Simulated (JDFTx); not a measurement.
# PtS2 (P-3m1) in JDFTx: relaxation of cell and atoms with PBE+D3

Aim: the relaxation of cell and atoms of PtS2 with PBE+D3.

Program: JDFTx 1.7.0 (patched build). These are calculated values, not measurements. Logs are shortened: lines on timing, memory, paths and dates and some standing lists are left out, and cuts for length are marked. The log counts tension as positive stress, the text compression.

## (1) Starting point

It takes space group P-3m1 (No. 164, trigonal). Conventional cell: a = 3.543 Å, b = 3.543 Å, c = 5.039 Å, α = 90.00°, β = 90.00°, γ = 120.00°. Pt (site symmetry -3m) has 6 S at 2.34 Å as nearest neighbours. S (site symmetry 3m) is surrounded by 3 Pt at 2.34 Å.

## (2) Relaxation of cell and atoms, PBE+D3

File PtS2.in:

```
lattice Hexagonal 6.6956776048 9.5219519968
coords-type Lattice
ion Pt     0.0000000000     0.0000000000     0.0000000000 1
ion S      0.6666666667     0.3333333333     0.7730000000 1
ion S      0.3333333333     0.6666666667     0.2270000000 1

ion-species pseudo/Pt.upf
ion-species pseudo/S.upf
elec-cutoff 42 336
elec-ex-corr gga-PBE
van-der-waals D3
kpoint-folding 7 7 4
elec-smearing Fermi 0.0018374661
elec-n-bands 22
electronic-SCF nIterations 100 energyDiffThreshold 1e-09
electronic-minimize nIterations 30 energyDiffThreshold 1e-7
forces-output-coords Cartesian
lattice-minimize nIterations 40 energyDiffThreshold 1e-6

dump-name run.$VAR
dump End Ecomponents EigStats BandEigs Kpoints Forces Stress ElecDensity Dtot KEdensity
```

Potentials or basis: PseudoDojo-SR-PBE-0.5-standard with smoothed tails.

The run is started by

```
jdftx -c 1 -i PtS2.in -o PtS2.out
```

The log of the run:

```text
*************** JDFTx 1.7.0 (patched build) ***************

Input parsed successfully to the following command list (including defaults):
[... the input with its defaults ...]

---------- Setting up symmetries ----------

Found 24 point-group symmetries of the bravais lattice
Found 12 space-group symmetries with basis
Applied RMS atom displacement 3.15637e-10 bohrs to make symmetries exact.

---------- Initializing the Grid ----------
R =
[      6.69568     -3.34784            0  ]
[            0      5.79863            0  ]
[            0            0      9.52195  ]
unit cell volume = 369.697
G =
[   0.938394   0.541782         -0  ]
[          0    1.08356          0  ]
[          0         -0   0.659863  ]
Minimum fftbox size, Smin = [  56  56  80  ]
Chosen fftbox size, S = [  56  56  80  ]

---------- Initializing tighter grid for wavefunction operations ----------
R =
[      6.69568     -3.34784            0  ]
[            0      5.79863            0  ]
[            0            0      9.52195  ]
unit cell volume = 369.697
G =
[   0.938394   0.541782         -0  ]
[          0    1.08356          0  ]
[          0         -0   0.659863  ]
Minimum fftbox size, Smin = [  40  40  56  ]
Chosen fftbox size, S = [  40  40  56  ]

---------- Exchange Correlation functional ----------
Initalized PBE GGA exchange.
Initalized PBE GGA correlation.

---------- Setting up pseudopotentials ----------
Width of ionic core gaussian charges (only for fluid interactions / plotting) set to 0

Reading pseudopotential file 'pseudo/Pt.upf':
  'Pt' pseudopotential, 'PBE' functional
  Generated using ONCVPSP code by D. R. Hamann
  18 valence electrons, 4 orbitals, 8 projectors, 1001 radial grid points, with lMax = 3
    5S    l: 0   occupation:  2.0   eigenvalue: -3.741794
    5P    l: 1   occupation:  6.0   eigenvalue: -2.058655
    5D    l: 2   occupation:  9.0   eigenvalue: -0.225689
    6S    l: 0   occupation:  1.0   eigenvalue: -0.207978
  Core radius for overlap checks: 1.88 bohrs.

Reading pseudopotential file 'pseudo/S.upf':
  'S' pseudopotential, 'PBE' functional
  Generated using ONCVPSP code by D. R. Hamann
  6 valence electrons, 2 orbitals, 6 projectors, 1001 radial grid points, with lMax = 2
    3S    l: 0   occupation:  2.0   eigenvalue: -0.634163
    3P    l: 1   occupation:  4.0   eigenvalue: -0.257567
  Core radius for overlap checks: 1.43 bohrs.

Initialized 2 species with 3 total atoms.

Folded 1 k-points by 7x7x4 to 196 k-points.

---------- Setting up k-points, bands, fillings ----------
Reduced to 28 k-points under symmetry.
Computing the number of bands and number of electrons
Calculating initial fillings.
nElectrons:  30.000000   nBands: 22   nStates: 28

----- Setting up reduced wavefunction bases (one per k-point) -----
average nbasis = 4808.128 , ideal nbasis = 4806.330

Initializing DFT-D3 calculator:
	Parameters set for gga-PBE functional
	s6:  1.000  s_r6:  1.217
	s8:  0.722  s_r8:  1.000
	Per-atom parameters loaded for:
	Pt:  sqrtQ[a0]:  5.888  Rcov[a0]:  2.116  CN: [ 0.00 1.92 6.67 ]
	 S:  sqrtQ[a0]:  4.041  Rcov[a0]:  1.928  CN: [ 0.00 0.99 1.99 ]

---------- Setting up ewald sum ----------
Optimum gaussian width for ewald sums = 2.384177 bohr.
Real space sum over 1089 unit cells with max indices [  5  5  4  ]
Reciprocal space sum over 2873 terms with max indices [  6  6  8  ]

Computing DFT-D3 correction:
# coordination-number Pt 6.351
# coordination-number S 3.629 3.629
# diagonal-C6 Pt 336.87
# diagonal-C6 S 125.81 125.81
EvdW_6 =   -0.015747
EvdW_8 =   -0.020081

---------- Allocating electronic variables ----------
Initializing wave functions:  linear combination of atomic orbitals
Note: number of bands (22) exceeds available atomic orbitals (18)
Pt pseudo-atom occupations:   s ( 2 0 )  p ( 6 )  d ( 10 )
S pseudo-atom occupations:   s ( 2 )  p ( 4 )
	FillingsUpdate:  mu: +0.477175800  nElectrons: 30.000000
LCAOMinimize: Iter:   0  F: -140.7912158551561959  |grad|_K:  1.751e-02  alpha:  1.000e+00
	FillingsUpdate:  mu: +0.547206428  nElectrons: 30.000000
LCAOMinimize: Iter:   1  F: -141.4282432004148689  |grad|_K:  8.466e-03  alpha:  4.422e-01  linmin:  1.431e-01  cgtest: -9.230e-01
LCAOMinimize: 	Bad step direction: g.d > 0.
[... 14 lines of inner loops ...]
LCAOMinimize: Iter:   7  F: -141.5894531458244501  |grad|_K:  4.930e-06  alpha:  4.784e-01  linmin:  8.215e-06  cgtest: -1.661e-04
	FillingsUpdate:  mu: +0.430509116  nElectrons: 30.000000
LCAOMinimize: Iter:   8  F: -141.5894532294722694  |grad|_K:  6.445e-07  alpha:  5.080e-01  linmin:  3.859e-04  cgtest:  1.522e-04
LCAOMinimize: Converged (|Delta F|<1.000000e-06 for 2 iters).

--------- Lattice Minimization ---------

Computing DFT-D3 correction:
# coordination-number Pt 6.351
# coordination-number S 3.629 3.629
# diagonal-C6 Pt 336.87
# diagonal-C6 S 125.81 125.81
EvdW_6 =   -0.015747
EvdW_8 =   -0.020081
[... 74 lines left out ...]
# Energy components:
   Eewald =      -89.3083635253544230
       EH =       44.6912124128821517
     Eloc =     -134.0019051477966912
      Enl =       11.0280693373449914
     EvdW =       -0.0358279079435036
      Exc =      -30.0992846077610317
 Exc_core =       10.9107025148031624
       KE =       45.0573106180006562
-------------------------------------
     Etot =     -141.7580863058246905
       TS =        0.0000007665334166
-------------------------------------
        F =     -141.7580870723581086

LatticeMinimize: Iter:   0  F: -141.758087072358109  |grad|_K:  4.461e-02

#--- Lowdin population analysis ---
# oxidation-state Pt +0.674
# oxidation-state S -0.216 -0.216

Computing DFT-D3 correction:
# coordination-number Pt 6.318
# coordination-number S 3.580 3.580
# diagonal-C6 Pt 336.87
# diagonal-C6 S 125.81 125.81
EvdW_6 =   -0.015637
EvdW_8 =   -0.020032
[... 539 lines left out ...]
   Eewald =      -92.9714445332627974
       EH =       41.3611766148763493
     Eloc =     -126.8906208423603061
      Enl =       11.0051687619966447
     EvdW =       -0.0368792289207683
      Exc =      -30.0335976613254765
 Exc_core =       10.9107020042836247
       KE =       44.8923768022144358
-------------------------------------
     Etot =     -141.7631180824982948
       TS =        0.0000206450953044
-------------------------------------
        F =     -141.7631387275935992

LatticeMinimize: Iter:   6  F: -141.763138727593599  |grad|_K:  2.689e-03  alpha:  3.000e+00  linmin: -2.135e-01
LatticeMinimize: 	Bad step direction: g.d > 0.
LatticeMinimize: 	Undoing step.

#--- Lowdin population analysis ---
# oxidation-state Pt +0.658
# oxidation-state S -0.217 -0.217

Computing DFT-D3 correction:
# coordination-number Pt 6.203
# coordination-number S 3.533 3.533
# diagonal-C6 Pt 336.87
# diagonal-C6 S 125.81 125.81
EvdW_6 =   -0.015836
EvdW_8 =   -0.021043
[... 12 lines left out ...]
Computing DFT-D3 correction:
# coordination-number Pt 6.203
# coordination-number S 3.533 3.533
# diagonal-C6 Pt 336.87
# diagonal-C6 S 125.81 125.81
EvdW_6 =   -0.015836
EvdW_8 =   -0.021043
LatticeMinimize: 	Step failed: resetting history.
# Lattice vectors:
R =
[      6.76871     -3.38436            0  ]
[            0      5.86188            0  ]
[            0            0      9.24948  ]
unit cell volume = 366.995
[... 21 lines left out ...]
# Energy components:
   Eewald =      -92.9714445332627974
       EH =       41.3611852937340601
     Eloc =     -126.8906271396979832
      Enl =       11.0051681821100082
     EvdW =       -0.0368792289207683
      Exc =      -30.0335973179776268
 Exc_core =       10.9107020042836247
       KE =       44.8923746568884852
-------------------------------------
     Etot =     -141.7631180828430502
       TS =        0.0000206449302057
-------------------------------------
        F =     -141.7631387277732529

LatticeMinimize: Iter:   7  F: -141.763138727773253  |grad|_K:  2.692e-03

#--- Lowdin population analysis ---
# oxidation-state Pt +0.658
# oxidation-state S -0.217 -0.217

Computing DFT-D3 correction:
# coordination-number Pt 6.204
# coordination-number S 3.534 3.534
# diagonal-C6 Pt 336.87
# diagonal-C6 S 125.81 125.81
EvdW_6 =   -0.015841
EvdW_8 =   -0.021051
[... 572 lines left out ...]
Computing DFT-D3 correction:
# coordination-number Pt 6.216
# coordination-number S 3.678 3.678
# diagonal-C6 Pt 336.87
# diagonal-C6 S 125.81 125.81
EvdW_6 =   -0.016260
EvdW_8 =   -0.022125
LatticeMinimize: 	Undoing step.

Computing DFT-D3 correction:
# coordination-number Pt 6.216
# coordination-number S 3.678 3.678
# diagonal-C6 Pt 336.87
# diagonal-C6 S 125.81 125.81
EvdW_6 =   -0.016260
EvdW_8 =   -0.022125
[... 12 lines left out ...]
Computing DFT-D3 correction:
# coordination-number Pt 6.216
# coordination-number S 3.678 3.678
# diagonal-C6 Pt 336.87
# diagonal-C6 S 125.81 125.81
EvdW_6 =   -0.016260
EvdW_8 =   -0.022125
LatticeMinimize: 	Step failed: resetting history.
# Lattice vectors:
R =
[      6.80448     -3.40224            0  ]
[            0      5.89285            0  ]
[            0            0      8.90602  ]
unit cell volume = 357.112
[... 21 lines left out ...]
# Energy components:
   Eewald =      -94.8706325856750396
       EH =       39.9195676669814006
     Eloc =     -123.5746775797004489
      Enl =       11.0078252715939549
     EvdW =       -0.0383855049292693
      Exc =      -30.0516577960276301
 Exc_core =       10.9107016418443639
       KE =       44.9339904594474575
-------------------------------------
     Etot =     -141.7632684264652312
       TS =        0.0000518823380831
-------------------------------------
        F =     -141.7633203088033156

LatticeMinimize: Iter:  13  F: -141.763320308803316  |grad|_K:  9.578e-03  alpha:  1.003e-09

#--- Lowdin population analysis ---
# oxidation-state Pt +0.652
# oxidation-state S -0.210 -0.210

Computing DFT-D3 correction:
# coordination-number Pt 6.210
# coordination-number S 3.673 3.673
# diagonal-C6 Pt 336.87
# diagonal-C6 S 125.81 125.81
EvdW_6 =   -0.016242
EvdW_8 =   -0.022125
[... 623 lines left out ...]
Computing DFT-D3 correction:
# coordination-number Pt 6.221
# coordination-number S 3.783 3.783
# diagonal-C6 Pt 336.87
# diagonal-C6 S 125.81 125.81
EvdW_6 =   -0.016536
EvdW_8 =   -0.022983
LatticeMinimize: 	Undoing step.

Computing DFT-D3 correction:
# coordination-number Pt 6.221
# coordination-number S 3.783 3.783
# diagonal-C6 Pt 336.87
# diagonal-C6 S 125.81 125.81
EvdW_6 =   -0.016536
EvdW_8 =   -0.022983
[... 12 lines left out ...]
Computing DFT-D3 correction:
# coordination-number Pt 6.221
# coordination-number S 3.783 3.783
# diagonal-C6 Pt 336.87
# diagonal-C6 S 125.81 125.81
EvdW_6 =   -0.016536
EvdW_8 =   -0.022983
LatticeMinimize: 	Step failed: resetting history.
# Lattice vectors:
R =
[      6.80087     -3.40043            0  ]
[            0      5.88973            0  ]
[            0            0      8.74153  ]
unit cell volume = 350.144
[... 21 lines left out ...]
# Energy components:
   Eewald =      -96.5147286441882244
       EH =       38.6670398564797679
     Eloc =     -120.6747014351550007
      Enl =       11.0053360968950624
     EvdW =       -0.0395194657522344
      Exc =      -30.0518399143075783
 Exc_core =       10.9107017682348708
       KE =       44.9340737512753421
-------------------------------------
     Etot =     -141.7636379865179777
       TS =        0.0000807130121164
-------------------------------------
        F =     -141.7637186995301022

LatticeMinimize: Iter:  20  F: -141.763718699530102  |grad|_K:  4.193e-03  alpha:  4.419e-05

#--- Lowdin population analysis ---
# oxidation-state Pt +0.643
# oxidation-state S -0.205 -0.205

Computing DFT-D3 correction:
# coordination-number Pt 6.218
# coordination-number S 3.781 3.781
# diagonal-C6 Pt 336.87
# diagonal-C6 S 125.81 125.81
EvdW_6 =   -0.016525
EvdW_8 =   -0.022981
[... 751 lines left out ...]
   Eewald =      -97.2288940643506265
       EH =       38.0870892428158783
     Eloc =     -119.3720358225403828
      Enl =       11.0026229844493280
     EvdW =       -0.0400060632990149
      Exc =      -30.0479978424199352
 Exc_core =       10.9107016614132437
       KE =       44.9248214743347987
-------------------------------------
     Etot =     -141.7636984295967011
       TS =        0.0000981975426315
-------------------------------------
        F =     -141.7637966271393282

LatticeMinimize: Iter:  29  F: -141.763796627139328  |grad|_K:  8.652e-05  alpha:  1.000e+00  linmin:  9.793e-04
LatticeMinimize: Converged (|Delta F|<1.000000e-06 for 2 iters).

#--- Lowdin population analysis ---
# oxidation-state Pt +0.637
# oxidation-state S -0.202 -0.202

Dumping 'run.eigStats' ...
	eMin: -3.210911 at state 1 ( [ +0.000000 +0.000000 +0.250000 ] spin 0 )
	HOMO: +0.453695 at state 4 ( [ +0.000000 +0.142857 +0.250000 ] spin 0 )
	mu  : +0.458654
	LUMO: +0.461168 at state 17 ( [ +0.142857 +0.142857 +0.500000 ] spin 0 )
	eMax: +0.904122 at state 0 ( [ +0.000000 +0.000000 +0.000000 ] spin 0 )
	HOMO-LUMO gap: +0.007473
	Optical gap  : +0.024896 at state 8 ( [ +0.000000 +0.285714 +0.250000 ] spin 0 )
Done!
[note: the HOMO, LUMO and gaps printed at the end count levels as full or empty at half filling, so they show a gap where a level is partly filled]
```

Wall time 21 min (1 thread of AMD EPYC 9R45 (Zen 5), shared host); peak memory 0.29 GiB.

What came out:

```yaml
Free_energy: -3857.5894 eV
Relaxed_volume: 17.19 Å³/atom
Relaxed_cell: a = 3.607 Å, b = 3.607 Å, c = 4.577 Å, α = 90.00°, β = 90.00°, γ = 120.00°
Space_group_after_relaxing_to_0.05_Å: P-3m1 (No. 164)
Energy_gained_by_relaxing: 51.8 meV/atom
Ionic_steps: 30
Pressure_after_relaxing: 0.0 GPa
Band_gap_on_the_k_mesh: none (metal or under the smearing width)
Loewdin_charges: Pt +0.64; S -0.20 e
```

The path:
```tsv
step	energy change (eV)	largest force (eV/Å)	pressure (GPa)	volume (Å³)
1	0.0000	1.2780	8.95	54.78
2	-0.0478	0.9898	6.69	55.14
3	-0.1145	0.3192	1.62	55.98
4	-0.1213	0.1323	0.28	56.15
5	-0.1231	0.0591	-0.20	56.12
6	-0.1248	0.0253	-0.38	55.95
7	-0.1375	0.0400	-0.41	54.38
8	-0.1375	0.0403	-0.41	54.38
9	-0.1380	0.0115	-0.24	54.33
10	-0.1387	0.0095	-0.17	54.28
11	-0.1398	0.0300	-0.13	54.20
12	-0.1418	0.0693	-0.03	53.99
13	-0.1458	0.1705	0.24	53.34
14	-0.1424	0.3198	1.29	52.92
15	-0.1447	0.2672	0.92	52.97
16	-0.1496	0.0883	-0.18	53.01
17	-0.1506	0.0382	-0.31	52.89
18	-0.1516	0.0209	-0.13	52.64
19	-0.1529	0.0109	-0.23	52.45
20	-0.1537	0.0811	0.50	51.98
21	-0.1532	0.1251	0.79	51.89
22	-0.1537	0.1025	0.62	51.91
23	-0.1545	0.0305	0.06	51.99
24	-0.1546	0.0141	-0.05	51.98
25	-0.1547	0.0065	-0.09	51.95
26	-0.1549	0.0106	-0.02	51.86
27	-0.1553	0.0125	0.05	51.62
28	-0.1554	0.0046	-0.08	51.58
29	-0.1554	0.0023	-0.06	51.58
30	-0.1554	0.0013	-0.02	51.57
```

Final structure:
```cif
data_structure
_symmetry_space_group_name_H-M 'P 1'
_symmetry_Int_Tables_number 1
_cell_length_a 3.6070
_cell_length_b 3.6070
_cell_length_c 4.5772
_cell_angle_alpha 90.000
_cell_angle_beta 90.000
_cell_angle_gamma 120.000
_cell_volume 51.57
loop_
_atom_site_label
_atom_site_type_symbol
_atom_site_fract_x
_atom_site_fract_y
_atom_site_fract_z
_atom_site_occupancy
Pt1 Pt 0.00000 0.00000 0.00000 1
S1 S 0.66667 0.33333 0.73904 1
S2 S 0.33333 0.66667 0.26096 1
```

Caveat: pairwise dispersion overbinds metals, which lowers pressure and volume. The run has no spin-orbit coupling, so splittings on Pt are missing.
